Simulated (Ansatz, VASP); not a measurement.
## One calculation of Ni, two programs

```xyz
4
Lattice="2.5323 0.0000 0.0000 -1.2661 2.1930 0.0000 0.0000 0.0000 8.1671" Properties=species:S:1:pos:R:3 pbc="T T T"
Ni    0.0000    0.0000    0.0000
Ni    0.0000    0.0000    4.0836
Ni    0.0000    1.4620    6.1253
Ni    1.2661    0.7310    2.0418
```

Alike in both runs: task relaxation of cell and atoms; functional PBEsol; k mesh 9 × 9 × 2; occupations gaussian, width 0.1 eV; collinear spin.

```csv
,VASP,Ansatz
version,VASP 6.6.1,Ansatz 0.2.0
potentials or method,"VASP PAW PBE potentials, release 64 (Ni)","scalar-relativistic, plane waves, PAW"
plane-wave cutoff (eV),600,420
valence electrons in the cell,40,72
```

|  | VASP | Ansatz | Ansatz less VASP |
| --- | --- | --- | --- |
| gap on the k mesh at the Fermi level, each at its own relaxed structure (eV) | none | none | - |
| net moment per atom (μB) | 0.58 | 0.61 | +0.032 |
| size of the moment on the site where the two differ most (μB) | 0.59 | 0.65 | +0.061 |
| relaxed volume (Å³/atom) | 10.37 | 10.40 | +0.034 |
| relaxed cell length with the largest relative difference (Å) | 8.045 | 8.057 | +0.0125 |
| energy change over the relaxation (meV/atom) | -55 | -55 | +0.5 |

Site moments also hang on the region over which each program counts them. A gap of «none» marks a metal or a gap that the smearing closes. The two sets of potentials don't hold the same shells in valence.

Caveats: the k mesh is coarse (spacing up to 0.38 Å⁻¹), so the values aren't converged; the PAW data sets were made with another functional, which shifts forces and pressure a little (VASP).
